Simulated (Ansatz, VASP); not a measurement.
**One calculation of Os, two programs**

```
Os
1.0
     2.63186    0.00000    0.00000
     0.00000    2.63186    0.00000
     0.00000    0.00000    2.63186
Os
1
Cartesian
  0.0000 0.0000 0.0000
```

Alike in both runs: task single point; functional revPBE; k mesh 14 × 14 × 14; occupations fermi-dirac, width 0.1 eV; no spin polarisation.

```csv
,VASP,Ansatz
version,VASP 6.6.1,Ansatz 0.2.0
potentials or method,"VASP PAW PBE potentials, release 64 (Os)","plane waves (420 eV) with PAW, scalar-relativistic"
plane-wave cutoff (eV),520,420
valence electrons in the cell,8,16
```

Ansatz gave:

* pressure (GPa): -16.4

**Question.** Which values does VASP return?

**Answer.** Pressure (GPa): -16.9.

With one functional, cell and mesh, what is left measures potentials, basis and numerics. The two sets of potentials don't hold the same shells in valence.

Caveats: so large a pressure means that the cell lies far from this level's equilibrium, or that cutoff or potentials fall short (VASP); the potentials were made for another functional, which shifts forces and pressure (VASP). The runs have no spin-orbit coupling, so splittings on Os are missing.
